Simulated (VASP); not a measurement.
# Ga (Cmce) in VASP: relaxation of cell and atoms with PBEsol

Aim: the relaxation of cell and atoms of Ga with PBEsol.

Program: VASP 6.6.1. These are calculated values, not measurements. Logs are shortened: lines on timing, memory, paths and dates and some standing lists are left out, and cuts for length are marked.

## (1) The structure

Symmetry: Cmce, No. 64, orthorhombic system. Conventional cell: a = 4.523 Å, b = 7.661 Å, c = 4.524 Å, α = 90.00°, β = 90.00°, γ = 90.00°. Around Ga (site symmetry m) lie 7 Ga at 2.48 to 2.79 Å.

## (2) Relaxation of cell and atoms, PBEsol

Input file INCAR:

```
SYSTEM = Ga
PREC = Accurate
ENCUT = 600
EDIFF = 1E-6
ISMEAR = 1
SIGMA = 0.1
LREAL = .FALSE.
LASPH = .TRUE.
NELM = 60
ALGO = Normal
ISIF = 3
LWAVE = .FALSE.
LCHARG = .FALSE.
GGA = PS
IBRION = 2
NSW = 40
EDIFFG = -0.01
```

Input file KPOINTS:

```
Automatic mesh
0
G
  8 8 8
  0 0 0
```

Input file POSCAR:

```
Ga
1.0
    2.2615000000     -3.8305000000      0.0000000000
    2.2615000000      3.8305000000      0.0000000000
    0.0000000000      0.0000000000      4.5240000000
Ga
4
Direct
    0.8451000000      0.1549000000      0.0810000000
    0.6549000000      0.3451000000      0.5810000000
    0.1549000000      0.8451000000      0.9190000000
    0.3451000000      0.6549000000      0.4190000000
```

Potentials or basis: VASP PAW PBE potentials, release 64 (Ga_d).

The run is started by

```sh
cat potpaw_PBE.64/Ga_d/POTCAR > POTCAR
mpirun -np 1 vasp_std > vasp.out
```

OUTCAR:

```text
SYSTEM = Ga
   PREC = Accurate
   ENCUT = 600
   EDIFF = 1E-6
   ISMEAR = 1
   LREAL = .FALSE.
   LASPH = .TRUE.
   NELM = 60
   ISIF = 3
   GGA = PS
   IBRION = 2
   NSW = 40
   EDIFFG = -0.01

 ion  position               nearest neighbor table
   1  0.845  0.155  0.081-   3 2.48   2 2.69   2 2.69   4 2.73   4 2.73   3 2.79   3 2.79
   2  0.655  0.345  0.581-   4 2.48   1 2.69   1 2.69   3 2.73   3 2.73   4 2.79   4 2.79
   3  0.155  0.845  0.919-   1 2.48   4 2.69   4 2.69   2 2.73   2 2.73   1 2.79   1 2.79
   4  0.345  0.655  0.419-   2 2.48   3 2.69   3 2.69   1 2.73   1 2.73   2 2.79   2 2.79

  LATTYP: Found a base centered orthorhombic cell.
 ALAT       =     4.5230000000
 B/A-ratio  =     1.6937873093
 C/A-ratio  =     1.0002210922

  Lattice vectors:

 A1 = (   2.2615000000,  -3.8305000000,   0.0000000000)
 A2 = (   2.2615000000,   3.8305000000,   0.0000000000)
 A3 = (   0.0000000000,   0.0000000000,   4.5240000000)

Analysis of symmetry for initial positions (statically):
=====================================================================
 Subroutine PRICEL returns:
 Original cell was already a primitive cell.

 Routine SETGRP: Setting up the symmetry group for a
 base centered orthorhombic supercell.

 Subroutine GETGRP returns: Found  8 space group operations
 (whereof  4 operations were pure point group operations)
 out of a pool of  8 trial point group operations.

The static configuration has the point symmetry C_2h.
 The point group associated with its full space group is D_2h.

Analysis of symmetry for dynamics (positions and initial velocities):
=====================================================================
 Subroutine PRICEL returns:
 Original cell was already a primitive cell.

 Routine SETGRP: Setting up the symmetry group for a
 base centered orthorhombic supercell.

 Subroutine GETGRP returns: Found  8 space group operations
 (whereof  4 operations were pure point group operations)
 out of a pool of  8 trial point group operations.

The dynamic configuration has the point symmetry C_2h.
 The point group associated with its full space group is D_2h.

 Subroutine INISYM returns: Found  8 space group operations
 (whereof  4 operations are pure point group operations),
 and found     1 'primitive' translations

----------------------------------------------------------------------------------------

                                     Primitive cell

  volume of cell :      78.3799

  direct lattice vectors                    reciprocal lattice vectors
     2.261500000 -3.830500000  0.000000000     0.221092195 -0.130531262  0.000000000
     2.261500000  3.830500000  0.000000000     0.221092195  0.130531262  0.000000000
     0.000000000  0.000000000  4.524000000     0.000000000  0.000000000  0.221043324

  length of vectors
     4.448270731  4.448270731  4.524000000     0.256749234  0.256749234  0.221043324

  position of ions in fractional coordinates (direct lattice)
     0.845100000  0.154900000  0.081000000
     0.654900000  0.345100000  0.581000000
     0.154900000  0.845100000  0.919000000
     0.345100000  0.654900000  0.419000000

  ion indices of the primitive-cell ions
   primitive index   ion index
                 1           1
                 2           2
                 3           3
                 4           4

----------------------------------------------------------------------------------------

 KPOINTS: Automatic mesh

Automatic generation of k-mesh.
 Grid dimensions read from file:
 generate k-points for:    8    8    8

 Generating k-lattice:

  Cartesian coordinates                     Fractional coordinates (reciprocal lattice)
     0.027636524 -0.016316408  0.000000000     0.125000000  0.000000000  0.000000000
     0.027636524  0.016316408  0.000000000     0.000000000  0.125000000  0.000000000
     0.000000000  0.000000000  0.027630416     0.000000000  0.000000000  0.125000000

  Length of vectors
     0.032093654  0.032093654  0.027630416

  Shift w.r.t. Gamma in fractional coordinates (k-lattice)
     0.000000000  0.000000000  0.000000000

 Subroutine IBZKPT returns following result:
 ===========================================

 Found    105 irreducible k-points:

 Following reciprocal coordinates:
            Coordinates               Weight
  0.000000  0.000000  0.000000      1.000000
  0.125000  0.000000  0.000000      4.000000
  0.250000  0.000000  0.000000      4.000000
  0.375000 -0.000000  0.000000      4.000000
  0.500000  0.000000  0.000000      2.000000
  0.125000  0.125000  0.000000      2.000000
[... 16 lines left out ...]
  0.125000  0.000000  0.125000      8.000000
  0.250000  0.000000  0.125000      8.000000
 [... further k-points ...]
   k-points           NKPTS =    105   k-points in BZ     NKDIM =    105   number of bands    NBANDS=     31
   number of dos      NEDOS =    301   number of ions     NIONS =      4
   total plane-waves  NPLWV =  46656
   dimension x,y,z NGX =    36 NGY =   36 NGZ =   36
   dimension x,y,z NGXF=    72 NGYF=   72 NGZF=   72
   ions per type =               4
   NGX,Y,Z   is equivalent  to a cutoff of  13.45, 13.45, 13.23 a.u.
   NGXF,Y,Z  is equivalent  to a cutoff of  26.91, 26.91, 26.46 a.u.
 SYSTEM =  Ga
   PREC   = accura    normal or accurate (medium, high low for compatibility)
   ISTART =      0    job   : 0-new  1-cont  2-samecut
   ICHARG =      2    charge: 1-file 2-atom 10-const
   ISPIN  =      1    spin polarized calculation?
   LNONCOLLINEAR =      F non collinear calculations
   LSORBIT =      F    spin-orbit coupling
   LASPH  =      T    aspherical Exc in radial PAW
   ENCUT  =  600.0 eV  44.10 Ry    6.64 a.u.   8.88  8.88  9.04*2*pi/ulx,y,z
   NELM   =     60;   NELMIN=  2; NELMDL= -5     # of ELM steps
   EDIFF  = 0.1E-05   stopping-criterion for ELM
   LREAL  =      F    real-space projection
   EDIFFG = -.1E-01   stopping-criterion for IOM
   NSW    =     40    number of steps for IOM
   IBRION =      2    ionic relax: 0-MD 1-quasi-New 2-CG
   NFREE  =      1    steps in history (QN), initial steepest desc. (CG)
   ISIF   =      3    stress and relaxation
   ISYM   =      2    0-nonsym 1-usesym 2-fastsym
   POTIM  = 0.5000    time-step for ionic-motion
   TEBEG  =    0.0;   TEEND  =   0.0 temperature during run
   PSTRESS=    0.0 pullay stress
   NELECT =      52.0000    total number of electrons
   NUPDOWN=      -1.0000    fix difference up-down
   EMIN   =  10.00;   EMAX   =-10.00  energy-range for DOS
   EFERMI =   0.00;   METHOD = LEGACY
   ISMEAR =     1;   SIGMA  =   0.10  broadening in eV -4-tet -1-fermi 0-gaus
   EFERMI_NEDOS =   21; number of points for ismear=-14 and -15
   IALGO  =     38    algorithm
   IMIX   =      4    mixing-type and parameters
     AMIX     =   0.40;   BMIX     =  1.00
     AMIX_MAG =   1.60;   BMIX_MAG =  1.00
  volume/ion in A,a.u.               =      19.59       132.23
  Fermi-wavevector in a.u.,A,eV,Ry     =   1.427823  2.698194 27.737908  2.038679
  Thomas-Fermi vector in A             =   2.547951
   LORBIT       =      0    0 simple, 1 ext, 2 COOP (PROOUT), +10 PAW based schemes
   GGA     = PS    functional components
   LHFCALC =     F    Hartree Fock is set to
   AEXX    =    0.0000 exact exchange contribution
   IVDW    =     0    specifies the selected vdW correction
   LEPSILON=     F    determine dielectric tensor
   LRPA    =     F    only Hartree local field effects (RPA)
 conjugate gradient relaxation of ions
 non-spin polarized calculation
 Methfessel and Paxton  Order N= 1 SIGMA  =   0.10
  energy-cutoff  :      600.00
  volume of cell :       78.38
 maximum number of plane-waves:      2648
   NGX = 17   NGY = 17   NGZ = 19

--------------------------------------- Ionic step        1  -------------------------------------------

 number of electron      52.0000010 magnetization

 Free energy of the ion-electron system (eV)
  ---------------------------------------------------
  ext. energy  EPLUGINS =         0.00000000
  ---------------------------------------------------
  free energy    TOTEN  =       -13.38776128 eV

  energy without entropy =      -13.38807883  energy(sigma->0) =      -13.38786713

------------------------ aborting loop because EDIFF is reached ----------------------------------------

  FORCE on cell =-STRESS in cart. coord.  units (eV):
  Direction    XX          YY          ZZ          XY          YZ          ZX
  --------------------------------------------------------------------------------------
  -------------------------------------------------------------------------------------
  Total       -0.8355959     -0.6077907     -0.8366904      0.0000000      0.0000000      0.0000000
  in kB      -17.0805653    -12.4239583    -17.1029386      0.0000000      0.0000000      0.0000000
  external PRESSURE =     -15.5358207 kB  Pullay stress =       0.0000000 kB
[... 95 lines left out ...]
  FREE ENERGIE OF THE ION-ELECTRON SYSTEM (eV)
  ---------------------------------------------------
  free  energy   TOTEN  =       -13.3998264962 eV

  energy  without entropy=      -13.4002612745  energy(sigma->0) =      -13.39997142

[... ionic steps 4 to 8 ...]

--------------------------------------- Ionic step        9  -------------------------------------------

 number of electron      52.0000013 magnetization

------------------------ aborting loop because EDIFF is reached ----------------------------------------

  FORCE on cell =-STRESS in cart. coord.  units (eV):
  Direction    XX          YY          ZZ          XY          YZ          ZX
  --------------------------------------------------------------------------------------
  -------------------------------------------------------------------------------------
  Total       -0.0272691     -0.0030880     -0.0587558      0.0000000      0.0000000      0.0000000
  in kB       -0.5723779     -0.0648171     -1.2332825      0.0000000      0.0000000      0.0000000
  external PRESSURE =      -0.6234925 kB  Pullay stress =       0.0000000 kB
[... 61 lines left out ...]
  energy  without entropy=      -13.4009510505  energy(sigma->0) =      -13.40067276

--------------------------------------- Ionic step       11  -------------------------------------------

 number of electron      52.0000013 magnetization

 Free energy of the ion-electron system (eV)
  ---------------------------------------------------
  ext. energy  EPLUGINS =         0.00000000
  ---------------------------------------------------
  free energy    TOTEN  =       -13.40060413 eV

  energy without entropy =      -13.40104021  energy(sigma->0) =      -13.40074949

 E-fermi :   5.0782     XC(G=0): -10.9342

 val. band max:        5.0402977898   @ k =   0.0000   0.0000   0.5000
 cond. band min:       5.0862594253   @ k =   0.0000   0.0000   0.5000
 fundamental gap:      0.0459616355
 Fermi energy:         5.0781862348

 k-point     1 :       0.0000    0.0000    0.0000
  band No.  band energies     occupation
      1     -10.0322      2.00000
      2     -10.0243      2.00000
      3      -9.9910      2.00000
      4      -9.9729      2.00000
      5      -9.9497      2.00000
      6      -9.9257      2.00000
[... 805 lines left out ...]
     30       9.1256      0.00000
     31       9.6154      0.00000

 [... further k-points ...]
[... 5 lines left out ...]
  --------------------------------------------------------------------------------------
  -------------------------------------------------------------------------------------
  Total        0.0040231      0.0038820     -0.0320622      0.0000000      0.0000000      0.0000000
  in kB        0.0844553      0.0814944     -0.6730747      0.0000000      0.0000000      0.0000000
  external PRESSURE =      -0.1690417 kB  Pullay stress =       0.0000000 kB
[... 19 lines left out ...]
  FREE ENERGIE OF THE ION-ELECTRON SYSTEM (eV)
  ---------------------------------------------------
  free  energy   TOTEN  =       -13.4006041269 eV

  energy  without entropy=      -13.4010402113  energy(sigma->0) =      -13.40074949

 reached required accuracy - stopping structural energy minimisation
```

Run time: 8.4 min. Hardware: 1 thread of Intel Xeon 6975P-C (Granite Rapids), shared host; peak memory 0.37 GiB.

What came out:

* Free energy: -13.4006 eV
* Relaxed volume: 19.08 Å³/atom
* Relaxed cell: a = 4.405 Å, b = 4.405 Å, c = 4.492 Å, α = 90.00°, β = 90.00°, γ = 118.90°
* Space group after relaxing (to 0.05 Å): Cmce (No. 64)
* Energy gained by relaxing: 3.2 meV/atom
* Ionic steps: 11
* Pressure after relaxing: 0.0 GPa
* Largest force after relaxing: 0.009 eV/Å
* Band gap on the k mesh: none (metal or under the smearing width)

Forces in eV/Å, atoms in the order of the input:
```
Ga   0.000 -0.003  0.009
Ga   0.000  0.003  0.009
Ga   0.000  0.003 -0.009
Ga   0.000 -0.003 -0.009
```

Stress tensor (GPa, compression positive):
```
 0.01  0.00  0.00
 0.00  0.01  0.00
 0.00  0.00 -0.07
```

Step by step:
```tsv
step	energy change (eV)	largest force (eV/Å)	pressure (GPa)	volume (Å³)
1	0.0000	0.1184	-1.55	78.38
2	-0.0121	0.0280	-0.08	76.24
3	-0.0121	0.0247	0.11	76.11
4	-0.0121	0.0276	0.07	76.18
5	-0.0123	0.0233	0.10	76.18
6	-0.0126	0.0229	0.07	76.19
7	-0.0128	0.0126	-0.25	76.34
8	-0.0128	0.0150	-0.03	76.32
9	-0.0128	0.0130	-0.06	76.33
10	-0.0128	0.0120	-0.16	76.34
11	-0.0128	0.0091	-0.02	76.32
```

Final structure:
```
Ga
1.0
     2.23925   -3.79385    0.00000
     2.23925    3.79385    0.00000
     0.00000    0.00000    4.49187
Ga
4
Direct
  0.84428 0.15572 0.08339
  0.65572 0.34428 0.58339
  0.15572 0.84428 0.91661
  0.34428 0.65572 0.41661
```

Caveat: the PAW data sets were made with another functional, which shifts forces and pressure a little.
